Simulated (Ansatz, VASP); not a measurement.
**Two plane-wave programs on PtS2**

```
CELL_PARAMETERS angstrom
3.56131 0.00000 0.00000
-1.78066 3.08419 0.00000
0.00000 0.00000 4.58080
ATOMIC_POSITIONS crystal
Pt 0.00000 0.00000 0.00000
S 0.33333 0.66667 0.25940
S 0.66667 0.33333 0.74060
```

Alike in both runs: functional LDA; k mesh 6 × 6 × 4; occupations gaussian, width 0.1 eV; no spin polarisation.

Ansatz relaxed the structure, and its values are those at the end. VASP's run is a single point on that final structure, the one shown.

```csv
,VASP,Ansatz
version,VASP 6.6.1,Ansatz 0.2.0
potentials or method,"VASP PAW LDA potentials, release 64 (Pt, S)","scalar-relativistic, plane waves, PAW"
plane-wave cutoff (eV),520,420
valence electrons in the cell,22,30
```

|  | VASP | Ansatz | Ansatz less VASP |
| --- | --- | --- | --- |
| gap on the k mesh at the Fermi level (eV) | none | none | - |
| pressure (GPa) | -0.2 | -0.2 | +0.02 |
| rms of the force components (eV/Å) | 0.006 | 0.005 | -0.0012 |

A gap of «none» marks a metal or a gap that the smearing closes. The two sets of potentials don't hold the same shells in valence.

Spin-orbit coupling is left out, which matters for the levels of Pt.
